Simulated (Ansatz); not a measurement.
Write the native input for Ansatz 0.2.0 that does the following.

```yaml
Task: projected density of states
Functional: LDA
Potentials_or_basis: JTH PAW
Cutoff: "660 eV (not typed: the program's choice for these potentials)"
k_mesh: 8 × 8 × 8
Occupations: cold, width 0.025 eV
Spin: no spin polarisation
```

The system is Ba.

```xyz
1
Lattice="-2.5065 2.5065 2.5065 2.5065 -2.5065 2.5065 2.5065 2.5065 -2.5065" Properties=species:S:1:pos:R:3 pbc="T T T"
Ba    0.0000    0.0000    0.0000
```

The input as run:

input.yaml

```yaml
crystal:
  lattice:
    - [-2.5065, 2.5065, 2.5065]
    - [2.5065, -2.5065, 2.5065]
    - [2.5065, 2.5065, -2.5065]
  atoms:
    - { symbol: Ba, position: [0.0, 0.0, 0.0] }
hamiltonian:
  xc: lda
  pseudopotentials: { kind: paw, source: jth, xc_functional: pbe }
kpoints:
  mp_grid: { grid: [8, 8, 8] }
scf:
  occupations: { method: cold, width: 0.025 }
  n_extra_bands: 6
output:
  forces: true
  stress: true
  eigenvalues: true
  dos: { projected: true, de: 0.05, nscf_kmesh: { grid: [12, 12, 12] } }
  write_density: true
  write_potential: true
  elf: true
  volumetric_format: npy
```

Potentials or basis: JTH PAW.

Run with:

```console
$ ansatz run input.yaml --threads 1 --pin off --max-ram 2560MiB --backend cpu --events-out ev --progress --plain --runs-dir out
```

It gave:

| Item | Value |
| --- | --- |
| Pressure | -1.3 GPa |
| Band gap on the k mesh | none (metal or under the smearing width) |
| Density of states at the Fermi level | 1.13 states/eV per cell |

Caveat: this barium file gives pressures and gaps apart from those of other sets.

Wall time 5.2 s on 1 thread of Arm Neoverse V1, with other jobs on the host, peak memory 0.3 GiB.
